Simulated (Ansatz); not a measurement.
# Hf/SiC/Zr: conductance against the thickness of the layer, part 5 of 7

How fast does the current through Hf/SiC/Zr fall with each added layer? The lower electrode is Hf hcp(0001), the upper one Zr hcp(0001); the barrier is SiC zinc blende(111) (whole bilayers). In the first transport cell, after relaxation, the nearest pair of electrode and barrier is Hf–C at 2.19 Å, along the normal, at the lower face and Zr–Si at 3.07 Å, at a slant, at the upper one. All share a net of side 3.2 Å, which strains the lower electrode by +0.0 %, the upper one by -0.9 % and the barrier by +3.3 %, against typed lattice constants near PBE's. The first steps treat the bulk electrodes alone.

Ansatz 0.2.0; PBE DFT, plane waves, PAW files (the session's first sound run).

So far, transmission at the Fermi level (a spin, zone mean): step 5 (the open system: T(E)) 0.0484; step 6 (conductance on a fine mesh, atomic planes in the barrier 4, gap between the …) 0.122; step 7 (conductance on a fine mesh, 28 atoms) 0.0567. Also channels of the lower lead: step 5 0.708; step 7 0.673.

## (8) Conductance on a fine mesh, atomic planes in the barrier 8, gap between the electrodes 12.79 Å

Level of this step: PBE DFT, plane waves, PAW files; ballistic transmission by layer matching between semi-infinite leads (Ansatz).

System of this step: Hf/SiC/Zr. The cell holds 30 atoms: 11 Hf, 4 C, 4 Si and 11 Zr. Cell: a = 3.200 Å, b = 3.200 Å, c = 78.236 Å, α = 90.0°, β = 90.0°, γ = 120.0°. Regions: left electrode, 11 atoms (11 Hf); barrier, 8 atoms (4 C and 4 Si); right electrode, 11 atoms (11 Zr). Vacuum lies along c.

Barrier layers are added or taken out in the middle, and the relaxed faces stay.

Contents of input.yaml:

```yaml
crystal:
  lattice:
    - [3.2, 0.0, 0.0]
    - [-1.6, 2.7712812921, 0.0]
    - [0.0, 0.0, 78.2356590689]
  atoms:
    - { symbol: Hf, position: [0.33333333, 0.66666667, 0.0894732668] }
    - { symbol: Hf, position: [0.0, 0.0, 0.1219302004] }
    - { symbol: Hf, position: [0.33333333, 0.66666667, 0.154387134] }
    - { symbol: Hf, position: [0.0, 0.0, 0.1868440675] }
    - { symbol: Hf, position: [0.33333333, 0.66666667, 0.2193010011] }
    - { symbol: Hf, position: [0.0, 0.0, 0.2517579347] }
    - { symbol: Hf, position: [0.33333333, 0.66666667, 0.2842148682] }
    - { symbol: Hf, position: [0.0, 0.0, 0.3166718018] }
    - { symbol: Hf, position: [0.33333333, 0.66666667, 0.3491287354] }
    - { symbol: Hf, position: [0.0, 0.0, 0.3815856689] }
    - { symbol: Hf, position: [0.33333333, 0.66666667, 0.4145610177] }
    - { symbol: C, position: [0.33333333, 0.66666667, 0.4425120302] }
    - { symbol: Si, position: [0.66666667, 0.33333333, 0.4496593307] }
    - { symbol: C, position: [0.66666667, 0.33333333, 0.4742885016] }
    - { symbol: Si, position: [0.0, 0.0, 0.4818621002] }
    - { symbol: C, position: [0.0, 0.0, 0.5063096613] }
    - { symbol: Si, position: [0.33333333, 0.66666667, 0.51388326] }
    - { symbol: C, position: [0.33333333, 0.66666667, 0.5383308211] }
    - { symbol: Si, position: [0.66666667, 0.33333333, 0.5467269561] }
    - { symbol: Zr, position: [0.0, 0.0, 0.5779921028] }
    - { symbol: Zr, position: [0.66666667, 0.33333333, 0.6103804954] }
    - { symbol: Zr, position: [0.0, 0.0, 0.6437300774] }
    - { symbol: Zr, position: [0.66666667, 0.33333333, 0.6770796594] }
    - { symbol: Zr, position: [0.0, 0.0, 0.7104292414] }
    - { symbol: Zr, position: [0.66666667, 0.33333333, 0.7437788233] }
    - { symbol: Zr, position: [0.0, 0.0, 0.7771284053] }
    - { symbol: Zr, position: [0.66666667, 0.33333333, 0.8104779873] }
    - { symbol: Zr, position: [0.0, 0.0, 0.8438275692] }
    - { symbol: Zr, position: [0.66666667, 0.33333333, 0.8771771512] }
    - { symbol: Zr, position: [0.0, 0.0, 0.9105267332] }
kpoints:
  mp_grid: { grid: [12, 12, 1] }
scf:
  occupations: { method: fermi_dirac, width: 0.1 }
  max_iter: 150
hamiltonian:
  xc: pbe
output:
  transmission:
    kmesh: [30, 30]
    e_range: [-0.26, 0.27]
    de: 0.0375
    leads: [[4, 6], [24, 26]]
```

Run with:

```sh
$ ansatz run input.yaml --threads 4 --pin off --max-ram 12288MiB --backend cpu --events-out ev --progress --plain --runs-dir out
```

Numbers of over 12 decimals in the logs are rounded to 6 here.

Output:

```text
[...]
Crystal: 30 atoms, lattice volume = 693.802 Å³
Basis set: ecut = 420 eV, 13749 PW (Γ)
Bands: 270, of which v1, the nominal top of the filled ones, is band 225 counted from 1 (224 counted from 0)
Symmetry: 6 space group operations
[...]
k-points: 19 of 144 (time reversal used)
[...]
channels       : 6.733333e-1 a spin
[...]
slowest decay  : 0.0561 /Å at (0.2000, 0.0000)
[...]
filled         : 41.0 meV under the level at which it is neutral
    channels       : 6.688889e-1 a spin
[...]
slowest decay  : 0.0316 /Å at (0.2000, 0.2000)
  junction   : crystal 0 to crystal 1, 19.12 to 54.97 Å
    transmission   : 2.279960e-2 a spin
[...]
resistance     : 5.0690e-2 Ω µm² beyond half of each lead's own
[key lines of the parts left out:]
SCF converged after 10 iterations
Free energy (F): -222502.565609 eV
Fermi energy:    12.847042 eV
```

It took 10 min on 4 threads of Arm Neoverse V1, shared host; peak memory 5.1 GiB.

G = 1.9e13 S/m² (1/G = 0.0524 Ω µm²), 0.40 times the step before of this kind, a change inside the error estimates. The largest error estimate is 166 %, from the leads' potential steps. In the worse lead the potential repeats within 87 meV, which the program flags as too much for a lead, so G carries that doubt.

## (9) Conductance on a fine mesh, atomic planes in the barrier 12, gap between the electrodes 17.8 Å

System of this step: Hf/SiC/Zr. The cell holds 34 atoms: 11 Hf, 6 C, 6 Si and 11 Zr. Its edges and angles: a = 3.200 Å, b = 3.200 Å, c = 83.246 Å, α = 90.0°, β = 90.0°, γ = 120.0°. Regions: left electrode, 11 atoms (11 Hf); barrier, 12 atoms (6 C and 6 Si); right electrode, 11 atoms (11 Zr). Vacuum lies along c.

Barrier layers are added or taken out in the middle, and the relaxed faces stay.

Contents of input.yaml:

```yaml
crystal:
  lattice:
    - [3.2, 0.0, 0.0]
    - [-1.6, 2.7712812921, 0.0]
    - [0.0, 0.0, 83.2460521435]
  atoms:
    - { symbol: Hf, position: [0.33333333, 0.66666667, 0.0840880717] }
    - { symbol: Hf, position: [0.0, 0.0, 0.1145914953] }
    - { symbol: Hf, position: [0.33333333, 0.66666667, 0.1450949188] }
    - { symbol: Hf, position: [0.0, 0.0, 0.1755983424] }
    - { symbol: Hf, position: [0.33333333, 0.66666667, 0.206101766] }
    - { symbol: Hf, position: [0.0, 0.0, 0.2366051895] }
    - { symbol: Hf, position: [0.33333333, 0.66666667, 0.2671086131] }
    - { symbol: Hf, position: [0.0, 0.0, 0.2976120367] }
    - { symbol: Hf, position: [0.33333333, 0.66666667, 0.3281154602] }
    - { symbol: Hf, position: [0.0, 0.0, 0.3586188838] }
    - { symbol: Hf, position: [0.33333333, 0.66666667, 0.3896095204] }
    - { symbol: C, position: [0.33333333, 0.66666667, 0.4158782241] }
    - { symbol: Si, position: [0.66666667, 0.33333333, 0.4225953446] }
    - { symbol: C, position: [0.66666667, 0.33333333, 0.445742141] }
    - { symbol: Si, position: [0.0, 0.0, 0.4528599017] }
    - { symbol: C, position: [0.0, 0.0, 0.475836019] }
    - { symbol: Si, position: [0.33333333, 0.66666667, 0.4829537797] }
    - { symbol: C, position: [0.33333333, 0.66666667, 0.505929897] }
    - { symbol: Si, position: [0.66666667, 0.33333333, 0.5130476577] }
    - { symbol: C, position: [0.66666667, 0.33333333, 0.536023775] }
    - { symbol: Si, position: [0.0, 0.0, 0.5431415357] }
    - { symbol: C, position: [0.0, 0.0, 0.566117653] }
    - { symbol: Si, position: [0.33333333, 0.66666667, 0.5740084435] }
    - { symbol: Zr, position: [0.66666667, 0.33333333, 0.6033918112] }
    - { symbol: Zr, position: [0.33333333, 0.66666667, 0.6338308191] }
    - { symbol: Zr, position: [0.66666667, 0.33333333, 0.6651731646] }
    - { symbol: Zr, position: [0.33333333, 0.66666667, 0.6965155101] }
    - { symbol: Zr, position: [0.66666667, 0.33333333, 0.7278578555] }
    - { symbol: Zr, position: [0.33333333, 0.66666667, 0.759200201] }
    - { symbol: Zr, position: [0.66666667, 0.33333333, 0.7905425465] }
    - { symbol: Zr, position: [0.33333333, 0.66666667, 0.8218848919] }
    - { symbol: Zr, position: [0.66666667, 0.33333333, 0.8532272374] }
    - { symbol: Zr, position: [0.33333333, 0.66666667, 0.8845695829] }
    - { symbol: Zr, position: [0.66666667, 0.33333333, 0.9159119283] }
kpoints:
  mp_grid: { grid: [12, 12, 1] }
scf:
  occupations: { method: fermi_dirac, width: 0.1 }
  max_iter: 150
hamiltonian:
  xc: pbe
output:
  transmission:
    kmesh: [30, 30]
    e_range: [-0.26, 0.27]
    de: 0.0375
    leads: [[4, 6], [28, 30]]
```

Output:

```text
[...]
Crystal: 34 atoms, lattice volume = 738.234 Å³
Basis set: ecut = 420 eV, 14643 PW (Γ)
Bands: 280, of which v1, the nominal top of the filled ones, is band 233 counted from 1 (232 counted from 0)
Symmetry: 6 space group operations
[...]
k-points: 19 of 144 (time reversal used)
[...]
channels       : 6.733333e-1 a spin
[...]
slowest decay  : 0.0551 /Å at (0.2000, 0.0000)
[...]
filled         : 41.0 meV under the level at which it is neutral
    channels       : 6.688889e-1 a spin
[...]
slowest decay  : 0.0316 /Å at (0.2000, 0.2000)
  junction   : crystal 0 to crystal 1, 20.27 to 59.98 Å
    transmission   : 2.126162e-3 a spin
[...]
resistance     : 5.3260e-1 Ω µm² beyond half of each lead's own
[key lines of the parts left out:]
SCF converged after 10 iterations
Free energy (F): -224276.721808 eV
Fermi energy:    12.648500 eV
```

Elapsed: 11 min, on 4 threads; peak memory 5.6 GiB.

G = 1.9e12 S/m² (1/G = 0.534 Ω µm²), 0.098 times the step before of this kind. The largest error estimate is 50 %, from the leads' potential steps. In the worse lead the potential repeats within 32 meV, which the program flags as too much for a lead, so G carries that doubt.

## (10) Conductance, atomic planes in the barrier 14, gap between the electrodes 20.3 Å

System of this step: Hf/SiC/Zr. The cell holds 36 atoms: 11 Hf, 7 C, 7 Si and 11 Zr. Cell: a = 3.200 Å, b = 3.200 Å, c = 85.751 Å, α = 90.0°, β = 90.0°, γ = 120.0°. Regions: left electrode, 11 atoms (11 Hf); barrier, 14 atoms (7 C and 7 Si); right electrode, 11 atoms (11 Zr). Vacuum lies along c.

Barrier layers are added or taken out in the middle, and the relaxed faces stay.

Contents of input.yaml:

```yaml
crystal:
  lattice:
    - [3.2, 0.0, 0.0]
    - [-1.6, 2.7712812921, 0.0]
    - [0.0, 0.0, 85.7512486808]
  atoms:
    - { symbol: Hf, position: [0.33333333, 0.66666667, 0.0816314644] }
    - { symbol: Hf, position: [0.0, 0.0, 0.1112437397] }
    - { symbol: Hf, position: [0.33333333, 0.66666667, 0.1408560151] }
    - { symbol: Hf, position: [0.0, 0.0, 0.1704682905] }
    - { symbol: Hf, position: [0.33333333, 0.66666667, 0.2000805658] }
    - { symbol: Hf, position: [0.0, 0.0, 0.2296928412] }
    - { symbol: Hf, position: [0.33333333, 0.66666667, 0.2593051166] }
    - { symbol: Hf, position: [0.0, 0.0, 0.2889173919] }
    - { symbol: Hf, position: [0.33333333, 0.66666667, 0.3185296673] }
    - { symbol: Hf, position: [0.0, 0.0, 0.3481419427] }
    - { symbol: Hf, position: [0.33333333, 0.66666667, 0.3782271972] }
    - { symbol: C, position: [0.33333333, 0.66666667, 0.4037284688] }
    - { symbol: Si, position: [0.66666667, 0.33333333, 0.4102493507] }
    - { symbol: C, position: [0.66666667, 0.33333333, 0.4327199205] }
    - { symbol: Si, position: [0.0, 0.0, 0.439629738] }
    - { symbol: C, position: [0.0, 0.0, 0.461934615] }
    - { symbol: Si, position: [0.33333333, 0.66666667, 0.4688444326] }
    - { symbol: C, position: [0.33333333, 0.66666667, 0.4911493096] }
    - { symbol: Si, position: [0.66666667, 0.33333333, 0.4980591271] }
    - { symbol: C, position: [0.66666667, 0.33333333, 0.5203640041] }
    - { symbol: Si, position: [0.0, 0.0, 0.5272738217] }
    - { symbol: C, position: [0.0, 0.0, 0.5495786987] }
    - { symbol: Si, position: [0.33333333, 0.66666667, 0.5564885162] }
    - { symbol: C, position: [0.33333333, 0.66666667, 0.5787933932] }
    - { symbol: Si, position: [0.66666667, 0.33333333, 0.5864536567] }
    - { symbol: Zr, position: [0.0, 0.0, 0.6149785983] }
    - { symbol: Zr, position: [0.66666667, 0.33333333, 0.6445283399] }
    - { symbol: Zr, position: [0.0, 0.0, 0.6749550283] }
    - { symbol: Zr, position: [0.66666667, 0.33333333, 0.7053817167] }
    - { symbol: Zr, position: [0.0, 0.0, 0.7358084051] }
    - { symbol: Zr, position: [0.66666667, 0.33333333, 0.7662350936] }
    - { symbol: Zr, position: [0.0, 0.0, 0.796661782] }
    - { symbol: Zr, position: [0.66666667, 0.33333333, 0.8270884704] }
    - { symbol: Zr, position: [0.0, 0.0, 0.8575151588] }
    - { symbol: Zr, position: [0.66666667, 0.33333333, 0.8879418472] }
    - { symbol: Zr, position: [0.0, 0.0, 0.9183685356] }
kpoints:
  mp_grid: { grid: [12, 12, 1] }
scf:
  occupations: { method: fermi_dirac, width: 0.1 }
  max_iter: 150
hamiltonian:
  xc: pbe
output:
  transmission:
    kmesh: [30, 30]
    e_range: [-0.26, 0.27]
    de: 0.0375
    leads: [[4, 6], [30, 32]]
```

Output:

```text
[...]
Crystal: 36 atoms, lattice volume = 760.451 Å³
Basis set: ecut = 420 eV, 15059 PW (Γ)
Bands: 285, of which v1, the nominal top of the filled ones, is band 237 counted from 1 (236 counted from 0)
Symmetry: 6 space group operations
[...]
k-points: 19 of 144 (time reversal used)
[...]
channels       : 6.733333e-1 a spin
[...]
slowest decay  : 0.0561 /Å at (0.2000, 0.0000)
[...]
filled         : 41.0 meV under the level at which it is neutral
    channels       : 6.688889e-1 a spin
[...]
slowest decay  : 0.0316 /Å at (0.2000, 0.2000)
  junction   : crystal 0 to crystal 1, 19.12 to 62.49 Å
    transmission   : 6.747733e-4 a spin
[...]
resistance     : 1.6783e0 Ω µm² beyond half of each lead's own
[key lines of the parts left out:]
SCF converged after 11 iterations
Free energy (F): -225163.801656 eV
Fermi energy:    12.557913 eV
```

Run time: 12 min. Hardware: 4 threads; peak memory 5.8 GiB; 39 min of CPU time.

One spin. Table of transmission, zone mean by energy, zero at the Fermi level:

```
energy (eV)  transmission, zone mean
     -0.260                  0.00160
     -0.223                  0.00139
     -0.185                  0.00163
     -0.147                  0.00143
     -0.110                  0.00105
     -0.072                   9.4e-4
     -0.035                   8.2e-4
      0.003                   6.7e-4
      0.040                   5.3e-4
      0.077                   4.2e-4
      0.115                   3.3e-4
      0.152                   2.7e-4
      0.190                   2.4e-4
      0.228                   2.2e-4
      0.265                   2.1e-4
```

G = 6.0e11 S/m² (1/G = 1.68 Ω µm²), 0.32 times the step before of this kind. The largest error estimate is 97 %, from the leads' potential steps. In the worse lead the potential repeats within 87 meV, which the program flags as too much for a lead, so G carries that doubt.

## (11) Conductance, atomic planes in the barrier 16, gap between the electrodes 22.81 Å

System of this step: Hf/SiC/Zr. The cell holds 38 atoms: 11 Hf, 8 C, 8 Si and 11 Zr. Cell: a = 3.200 Å, b = 3.200 Å, c = 88.256 Å, α = 90.0°, β = 90.0°, γ = 120.0°. Regions: left electrode, 11 atoms (11 Hf); barrier, 16 atoms (8 C and 8 Si); right electrode, 11 atoms (11 Zr). Vacuum lies along c.

Barrier layers are added or taken out in the middle, and the relaxed faces stay.

Contents of input.yaml:

```yaml
crystal:
  lattice:
    - [3.2, 0.0, 0.0]
    - [-1.6, 2.7712812921, 0.0]
    - [0.0, 0.0, 88.2564452181]
  atoms:
    - { symbol: Hf, position: [0.33333333, 0.66666667, 0.0793143207] }
    - { symbol: Hf, position: [0.0, 0.0, 0.1080860391] }
    - { symbol: Hf, position: [0.33333333, 0.66666667, 0.1368577575] }
    - { symbol: Hf, position: [0.0, 0.0, 0.1656294759] }
    - { symbol: Hf, position: [0.33333333, 0.66666667, 0.1944011943] }
    - { symbol: Hf, position: [0.0, 0.0, 0.2231729127] }
    - { symbol: Hf, position: [0.33333333, 0.66666667, 0.2519446311] }
    - { symbol: Hf, position: [0.0, 0.0, 0.2807163495] }
    - { symbol: Hf, position: [0.33333333, 0.66666667, 0.3094880679] }
    - { symbol: Hf, position: [0.0, 0.0, 0.3382597863] }
    - { symbol: Hf, position: [0.33333333, 0.66666667, 0.3674910582] }
    - { symbol: C, position: [0.33333333, 0.66666667, 0.3922684654] }
    - { symbol: Si, position: [0.66666667, 0.33333333, 0.3986042493] }
    - { symbol: C, position: [0.66666667, 0.33333333, 0.4204369825] }
    - { symbol: Si, position: [0.0, 0.0, 0.4271506619] }
    - { symbol: C, position: [0.0, 0.0, 0.4488224055] }
    - { symbol: Si, position: [0.33333333, 0.66666667, 0.455536085] }
    - { symbol: C, position: [0.33333333, 0.66666667, 0.4772078286] }
    - { symbol: Si, position: [0.66666667, 0.33333333, 0.4839215081] }
    - { symbol: C, position: [0.66666667, 0.33333333, 0.5055932517] }
    - { symbol: Si, position: [0.0, 0.0, 0.5123069311] }
    - { symbol: C, position: [0.0, 0.0, 0.5339786748] }
    - { symbol: Si, position: [0.33333333, 0.66666667, 0.5406923542] }
    - { symbol: C, position: [0.33333333, 0.66666667, 0.5623640979] }
    - { symbol: Si, position: [0.66666667, 0.33333333, 0.5690777773] }
    - { symbol: C, position: [0.66666667, 0.33333333, 0.590749521] }
    - { symbol: Si, position: [0.0, 0.0, 0.5981923446] }
    - { symbol: Zr, position: [0.33333333, 0.66666667, 0.6259075936] }
    - { symbol: Zr, position: [0.0, 0.0, 0.6546185534] }
    - { symbol: Zr, position: [0.33333333, 0.66666667, 0.6841815674] }
    - { symbol: Zr, position: [0.0, 0.0, 0.7137445813] }
    - { symbol: Zr, position: [0.33333333, 0.66666667, 0.7433075953] }
    - { symbol: Zr, position: [0.0, 0.0, 0.7728706093] }
    - { symbol: Zr, position: [0.33333333, 0.66666667, 0.8024336233] }
    - { symbol: Zr, position: [0.0, 0.0, 0.8319966373] }
    - { symbol: Zr, position: [0.33333333, 0.66666667, 0.8615596513] }
    - { symbol: Zr, position: [0.0, 0.0, 0.8911226653] }
    - { symbol: Zr, position: [0.33333333, 0.66666667, 0.9206856793] }
kpoints:
  mp_grid: { grid: [12, 12, 1] }
scf:
  occupations: { method: fermi_dirac, width: 0.1 }
  max_iter: 150
hamiltonian:
  xc: pbe
output:
  transmission:
    kmesh: [30, 30]
    e_range: [-0.26, 0.27]
    de: 0.0375
    leads: [[4, 6], [32, 34]]
```

Output:

```text
[...]
Crystal: 38 atoms, lattice volume = 782.667 Å³
Basis set: ecut = 420 eV, 15511 PW (Γ)
Bands: 290, of which v1, the nominal top of the filled ones, is band 241 counted from 1 (240 counted from 0)
Symmetry: 6 space group operations
[...]
k-points: 19 of 144 (time reversal used)
[...]
channels       : 6.733333e-1 a spin
[...]
slowest decay  : 0.0561 /Å at (0.2000, 0.0000)
[...]
filled         : 41.0 meV under the level at which it is neutral
    channels       : 6.688889e-1 a spin
[...]
slowest decay  : 0.0316 /Å at (0.2000, 0.2000)
  junction   : crystal 0 to crystal 1, 19.12 to 65.00 Å
    transmission   : 2.262498e-4 a spin
[...]
resistance     : 4.9694e0 Ω µm² beyond half of each lead's own
[key lines of the parts left out:]
SCF converged after 12 iterations
Free energy (F): -226050.882303 eV
Fermi energy:    12.472432 eV
```

Run time: 14 min. Hardware: 4 threads; peak memory 5.9 GiB.

One spin. The transmission, zone mean by energy, zero at the Fermi level:

```
energy (eV)  transmission, zone mean
     -0.260                   6.0e-4
     -0.223                   5.0e-4
     -0.185                   5.9e-4
     -0.147                   5.0e-4
     -0.110                   3.6e-4
     -0.072                   3.2e-4
     -0.035                   2.8e-4
      0.003                   2.3e-4
      0.040                   1.7e-4
      0.077                   1.4e-4
      0.115                   1.0e-4
      0.152                   8.4e-5
      0.190                   7.7e-5
      0.228                   6.6e-5
      0.265                   6.0e-5
```

G = 2.0e11 S/m² (1/G = 4.97 Ω µm²), 0.34 times the step before of this kind. The largest error estimate is 102 %, from the leads' potential steps. In the worse lead the potential repeats within 87 meV, which the program flags as too much for a lead, so G carries that doubt.

[end of part 5 of 7]

[Logs are printed without paths, hosts, clocks, repeated set-up lines and the standing remarks that a program may print on its own settings, such as how far it seeks lower states.]

[Hosts, paths, dates, database ids (printed as entryN), source tags and the programs' standing remarks are cut or masked in the printed files.]
